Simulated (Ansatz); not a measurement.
K2S (antifluorite), relaxed with r2SCAN: the symmetry is Fm-3m (No. 225, cubic); conventional cell a = 7.406 Å, 33.84 Å³ an atom. S is surrounded by 8 K at 3.21 Å; K is surrounded by 4 S at 3.21 Å. One-shot G0W0@PBE in the plane-wave code Ansatz on a 4×4×4 mesh (contour deformation, no spin-orbit coupling), from a PBE gap of 2.381 eV over the mesh points (the G0W0 gap is indirect on the mesh); the number N of bands summed and the screening cutoff rise together. The values are computed, spin-unpolarised, and not measurements.

```csv
N,cutoff (eV),1000/N,G0W0 gap (eV)
242,100,4.132,3.844
568,180,1.761,3.962
```

Task: Lay a straight line in 1000/N through these rows.

Result: The slope is -0.0498 eV per unit of 1000/N and the intercept 4.050 eV.

Task: Predict the gap at N = 1092 (260 eV).

Result: 4.050 + (-0.0498) × 0.916 = 4.004 eV; the run gives 3.998 eV, -0.006 eV from the line.

Task: With that run's result added, what limit do the last two rows suggest?

Result: Their slope is (3.998 − 3.962)/(0.916 − 1.761) = -0.0426, which meets 1/N = 0 at 4.04 eV, against 4.050 eV from the first line. The slope flattens, so the first line overshoots; the k mesh isn't extrapolated.
